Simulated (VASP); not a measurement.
# TaN (P6/mmm) in VASP: notebook, part 2 of 2

VASP 6.6.1.

## 3. Single point, LDA+U, collinear spin, zero start

Contents of INCAR:

```
SYSTEM = TaN
PREC = Accurate
ENCUT = 520
EDIFF = 1E-6
ISMEAR = 0
SIGMA = 0.05
LREAL = .False.
LASPH = .True.
NELM = 150
ALGO = Fast
ISIF = 2
LWAVE = .False.
LCHARG = .False.
ISPIN = 2
MAGMOM = 0 0 0 0 0 0
LORBIT = 11
LMAXMIX = 4
LDAU = .True.
LDAUTYPE = 2
LDAUL = 2 -1
LDAUU = 4 0
LDAUJ = 0 0
LDAUPRINT = 1
NBANDS = 37
```

Contents of KPOINTS:

```
regular mesh
0
Gamma
  4 4 7
  0 0 0
```

Contents of POSCAR:

```
TaN
1.0
    5.1850002000      0.0000000000      0.0000000000
   -2.5925001000      4.4903418900      0.0000000000
    0.0000000000      0.0000000000      2.9080005300
Ta N
3 3
Direct
    0.0000000000      0.0000000000      0.0000000000
    0.3333333333      0.6666666667      0.5000000000
    0.6666666667      0.3333333333      0.5000000000
    0.5000000000      0.0000000000      0.0000000000
    0.5000000000      0.5000000000      0.0000000000
    0.0000000000      0.5000000000      0.0000000000
```

Potentials or basis: VASP PAW LDA potentials, release 64 (Ta_pv, N).

Run with:

```sh
> cat potpaw_LDA.64/Ta_pv/POTCAR potpaw_LDA.64/N/POTCAR > POTCAR
> mpirun -np 1 vasp_std > vasp.out
```

OUTCAR:

```text
SYSTEM = TaN
   PREC = Accurate
   ENCUT = 520
   EDIFF = 1E-6
   ISMEAR = 0
   LREAL = .False.
   LASPH = .True.
   NELM = 150
   ISIF = 2
   ISPIN = 2
   LORBIT = 11

 ion  position               nearest neighbor table
   1  0.000  0.000  0.000-   5 2.59   6 2.59   6 2.59   5 2.59   4 2.59   4 2.59   2 3.33   3 3.33
                             2 3.33   3 3.33   2 3.33   2 3.33   3 3.33   3 3.33   2 3.33   3 3.33
   2  0.333  0.667  0.500-   4 2.09   4 2.09   6 2.09   6 2.09   5 2.09   5 2.09   3 2.99   3 2.99
                             3 2.99   1 3.33   1 3.33   1 3.33   1 3.33   1 3.33   1 3.33
   3  0.667  0.333  0.500-   4 2.09   4 2.09   6 2.09   6 2.09   5 2.09   5 2.09   2 2.99   2 2.99
                             2 2.99   1 3.33   1 3.33   1 3.33   1 3.33   1 3.33   1 3.33
   4  0.500  0.000  0.000-   2 2.09   3 2.09   2 2.09   3 2.09   1 2.59   1 2.59
   5  0.500  0.500  0.000-   2 2.09   3 2.09   2 2.09   3 2.09   1 2.59   1 2.59
   6  0.000  0.500  0.000-   2 2.09   3 2.09   2 2.09   3 2.09   1 2.59   1 2.59

  LATTYP: Found a hexagonal cell.
 ALAT       =     5.1850002000
 C/A-ratio  =     0.5608486823

  Lattice vectors:

 A1 = (   5.1850002000,   0.0000000000,   0.0000000000)
 A2 = (  -2.5925001000,   4.4903418900,   0.0000000000)
 A3 = (   0.0000000000,   0.0000000000,   2.9080005300)

Analysis of symmetry for initial positions (statically):
=====================================================================
 Subroutine PRICEL returns:
 Original cell was already a primitive cell.

 Routine SETGRP: Setting up the symmetry group for a
 hexagonal supercell.

 Subroutine GETGRP returns: Found 24 space group operations
 (whereof 24 operations were pure point group operations)
 out of a pool of 24 trial point group operations.

The static configuration has the point symmetry D_6h.

Analysis of symmetry for dynamics (positions and initial velocities):
=====================================================================
 Subroutine PRICEL returns:
 Original cell was already a primitive cell.

 Routine SETGRP: Setting up the symmetry group for a
[... 288 lines left out ...]
      3     -27.9205      1.00000
      4     -27.9205      1.00000
      5     -27.6371      1.00000
      6     -27.6371      1.00000
[... 613 lines left out ...]
     35      14.6593      0.00000
     36      15.5305      0.00000
 Fermi energy:         8.5866159402

 spin component 2

 k-point     1 :       0.0000    0.0000    0.0000
  band No.  band energies     occupation
      1     -28.2519      1.00000
      2     -28.2519      1.00000
      3     -27.9205      1.00000
      4     -27.9205      1.00000
      5     -27.6371      1.00000
      6     -27.6371      1.00000
[... 613 lines left out ...]
     35      14.6593      0.00000
     36      15.5305      0.00000
 [bands above 36 left out]

------------------------ aborting loop because EDIFF is reached ----------------------------------------

  FORCE on cell =-STRESS in cart. coord.  units (eV):
  Direction    XX          YY          ZZ          XY          YZ          ZX
  --------------------------------------------------------------------------------------
  -------------------------------------------------------------------------------------
  Total        3.5647699      3.5647699      4.2343571      0.0000000      0.0000000      0.0000000
  in kB       84.3566679     84.3566679    100.2017697      0.0000000      0.0000000      0.0000000
  external PRESSURE =      89.6383685 kB  Pullay stress =       0.0000000 kB

 VOLUME and BASIS-vectors are now :
 -----------------------------------------------------------------------------
  energy-cutoff  :      520.00
  volume of cell :       67.71
      direct lattice vectors                 reciprocal lattice vectors
     5.185000200  0.000000000  0.000000000     0.192864023  0.111350096  0.000000000
    -2.592500100  4.490341890  0.000000000     0.000000000  0.222700192  0.000000000
     0.000000000  0.000000000  2.908000530     0.000000000  0.000000000  0.343878892

 POSITION                                       TOTAL-FORCE (eV/Angst)
 -----------------------------------------------------------------------------------
      0.00000      0.00000      0.00000        -0.000000      0.000000      0.000000
     -0.00000      2.99356      1.45400        -0.000000      0.000000      0.000000
      2.59250      1.49678      1.45400         0.000000      0.000000      0.000000
      2.59250      0.00000      0.00000        -0.000000      0.000000      0.000000
      1.29625      2.24517      0.00000        -0.000000      0.000000      0.000000
     -1.29625      2.24517      0.00000        -0.000000      0.000000      0.000000
 -----------------------------------------------------------------------------------
    total drift:                               -0.000000      0.000000     -0.000000

  FREE ENERGIE OF THE ION-ELECTRON SYSTEM (eV)
  ---------------------------------------------------
  free  energy   TOTEN  =       -60.5562362003 eV

  energy  without entropy=      -60.5550746798  energy(sigma->0) =      -60.55565544

 total charge

# of ion       s       p       d       tot
------------------------------------------
    1        0.295   6.134   2.116   8.546
    2        0.337   6.328   2.310   8.975
    3        0.337   6.328   2.310   8.975
    4        1.239   2.562   0.000   3.801
    5        1.239   2.562   0.000   3.801
    6        1.239   2.562   0.000   3.801
--------------------------------------------------
tot          4.687  26.475   6.737  37.898

 magnetization (x)

# of ion       s       p       d       tot
------------------------------------------
    1        0.000  -0.000  -0.000  -0.000
    2       -0.000  -0.000  -0.000  -0.000
    3       -0.000  -0.000  -0.000  -0.000
    4        0.000   0.000   0.000   0.000
    5        0.000   0.000   0.000   0.000
    6        0.000   0.000   0.000   0.000
--------------------------------------------------
tot          0.000   0.000  -0.000  -0.000
```

stdout:

```text
POSCAR found type information on POSCAR TaN
 POSCAR found :  2 types and       6 ions
 scaLAPACK will be used
 LDA part: xc-table for (Slater(with rela. corr.)+CA(PZ))
 , standard interpolation
 POSCAR, INCAR and KPOINTS ok, starting setup
 FFT: planning ... GRIDC
 FFT: planning ... GRID_SOFT
 FFT: planning ... GRID
 WAVECAR not read
 entering main loop
```

Run time: 49 s. Hardware: 1 thread of Intel Xeon Platinum 8488C (Sapphire Rapids), shared host; peak memory 0.2 GiB.

What came out:

```
Free energy                                           : -60.5562 eV
Pressure                                              : 9.0 GPa
Band gap on the k mesh                                : none (metal or under the smearing width)
Net moment                                            : 0.00 μB per cell
Valence electrons inside the program's atomic spheres : Ta 8.55, 8.97; N 3.80
```

Stress tensor (GPa, compression positive):
```
 8.44  0.00  0.00
 0.00  8.44  0.00
 0.00  0.00 10.02
```

Levels at points of the mesh, in eV from the Fermi level:
Spin up:
```csv
k point,band 20,band 21,band 22,band 23,band 24,band 25,band 26,band 27,band 28,band 29
"(0.00, 0.00, 0.00)",-3.12,-3.12,-2.71,-2.10,-1.11,-1.11,0.89,0.89,1.00,2.38
"(0.50, 0.00, 0.00)",-4.73,-3.55,-3.03,-1.86,-0.66,1.42,1.95,2.00,2.36,2.45
```
Spin down:
```csv
k point,band 20,band 21,band 22,band 23,band 24,band 25,band 26,band 27,band 28,band 29
"(0.00, 0.00, 0.00)",-3.12,-3.12,-2.71,-2.10,-1.11,-1.11,0.89,0.89,1.00,2.38
"(0.50, 0.00, 0.00)",-4.73,-3.55,-3.03,-1.86,-0.66,1.42,1.95,2.00,2.36,2.45
```

Eigenvalues of the final occupation matrices:
```csv
site,spin,trace,eigenvalues
site 1 d,1,1.08,0.16 0.16 0.25 0.25 0.26
site 1 d,2,1.08,0.16 0.16 0.25 0.25 0.26
site 2 d,1,1.18,0.21 0.21 0.24 0.24 0.27
site 2 d,2,1.18,0.21 0.21 0.24 0.24 0.27
site 3 d,1,1.18,0.21 0.21 0.24 0.24 0.27
site 3 d,2,1.18,0.21 0.21 0.24 0.24 0.27
```

The run has no spin-orbit coupling, so splittings on Ta are missing. The state reached can hang on the start; a lower one may exist.
